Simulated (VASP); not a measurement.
CuI (Marshite):

```
CELL_PARAMETERS angstrom
0.00000 3.03150 3.03150
3.03150 0.00000 3.03150
3.03150 3.03150 0.00000
ATOMIC_POSITIONS crystal
Cu 0.25000 0.25000 0.25000
I 0.00000 0.00000 0.00000
```

* Program: VASP 6.6.1
* Task: relaxation of cell and atoms
* Functional: PBE
* Dispersion: D3(BJ)
* Potentials or basis: VASP PAW PBE potentials, release 64 (Cu, I)
* Cutoff: 600 eV
* k mesh: 8 × 8 × 8
* Occupations: gaussian, width 0.03 eV
* Spin: no spin polarisation

At the start: pressure -1.9 GPa; volume 27.86 Å³/atom.

Task: Where does the relaxation end?

Result: Over 3 steps the energy falls by 7.5 meV/atom and the volume is 26.65 Å³/atom (-4.3 %); space group F-43m (No. 216, to 0.05 Å).

The path:
| step | energy change (eV) | largest force (eV/Å) | pressure (GPa) | volume (Å³) |
| --- | --- | --- | --- | --- |
| 1 | 0.0000 | 0.0000 | -1.91 | 55.72 |
| 2 | -0.0150 | 0.0000 | 0.20 | 53.09 |
| 3 | -0.0151 | 0.0000 | -0.02 | 53.30 |

Final structure:
```
Cu I
1.0
     0.00000    2.98695    2.98695
     2.98695    0.00000    2.98695
     2.98695    2.98695    0.00000
Cu I
1 1
Direct
  0.25000 0.25000 0.25000
  0.00000 0.00000 0.00000
```
